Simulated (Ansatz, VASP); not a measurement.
## KI in VASP and in Ansatz

```
CELL_PARAMETERS angstrom
0.00000 3.53277 3.56810
3.53277 0.00000 3.56810
3.53277 3.53277 0.00000
ATOMIC_POSITIONS crystal
I 0.50000 0.50000 0.50000
K 0.00000 0.00000 0.00000
```

Change from the starting cell: strain = 0.01.

Alike in both runs: task relaxation of the atoms; functional PBE; k mesh 7 × 7 × 7; occupations fermi-dirac, width 0.05 eV; no spin polarisation.

|  | VASP | Ansatz |
| --- | --- | --- |
| version | VASP 6.6.1 | Ansatz 0.2.0 |
| potentials or method | VASP PAW PBE potentials, release 64 (I, K_sv) | Ansatz PAW |
| plane-wave cutoff (eV) | 520 | 420 |
| valence electrons in the cell | 16 | 26 |

```csv
,VASP,Ansatz,Ansatz less VASP
"gap on the k mesh at the Fermi level, each at its own relaxed structure (eV)",3.94,3.94,+0.004
```

The two sets of potentials don't hold the same shells in valence.

Caveats: the relaxation stopped at its first step, so nothing moved; spin-orbit coupling is left out, which moves the levels of the heavy elements; an odd mesh through Γ misses points on the zone boundary, where band edges often lie (VASP); odd divisions of the mesh miss points on the zone boundary, where band edges often lie, so the gap on the mesh can be too wide (Ansatz).
